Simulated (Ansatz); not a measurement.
This Li₂Ta₂O₅ structure is the end of a relaxation. The cell was found from a structure generator's guess, not taken from experiment.

These are results of DFT PBE, scalar-relativistic, plane waves, PAW (Ansatz 0.2.0), not measurements. Cutoff 420 eV, Γ-centred mesh, Gaussian smearing, no spin polarisation.

```xyz
9
Lattice="5.5953 0.0000 0.0000 0.0000 5.5953 0.0000 0.0000 0.0000 3.8775" Properties=species:S:1:pos:R:3 pbc="T T T"
Li    2.7977    0.0000    1.9388
Li    0.0000    2.7977    1.9388
Ta    0.0000    0.0000    0.0000
Ta    2.7977    2.7977    0.0000
O     0.0000    0.0000    1.9388
O     1.4207    1.4207    0.0000
O     4.1746    4.1746    0.0000
O     1.4207    4.1746    0.0000
O     4.1746    1.4207    0.0000
```

The zero of energy is the elements' standard structures at the same level (O₂ as a molecule); no fitted shifts are applied.

Problem. Find its symmetry and describe it.

Solution. P4/mmm (No. 123). Conventional cell: a = 5.595 Å, c = 3.878 Å. Li has 10 O at 2.77–2.80 Å (long against the sum of covalent radii); Ta on its first site is surrounded by 6 O at 1.94–2.01 Å; Ta on its second site has 4 O at 1.95 Å; around O on a site of symmetry 4/mmm lie 2 Ta at 1.94 Å, 8 O at 2.79 Å and 4 Li at 2.80 Å; 1 more site not described.

Problem. How far does it lie from the elements in energy?

Solution. −2.26 eV/atom. A negative formation energy is needed for stability but isn't enough: competing phases decide.

Problem. Is it a metal?

Solution. Yes, bands cross the Fermi level on the 8×8×10 mesh.

Problem. From what recipe could a structure generator have reached it?

Solution. One such recipe: ordered vacancies on the anion sites of perovskite (P4/mmm, No. 123). Other recipes can lead to the same cell.

The last run used an 8×8×10 mesh (in the run's order of axes) for its 9-atom cell and Gaussian smearing of 0.10 eV. Spin–orbit coupling, which can matter for Ta, is left out. A structure relaxed within its symmetry needn't be a true minimum.
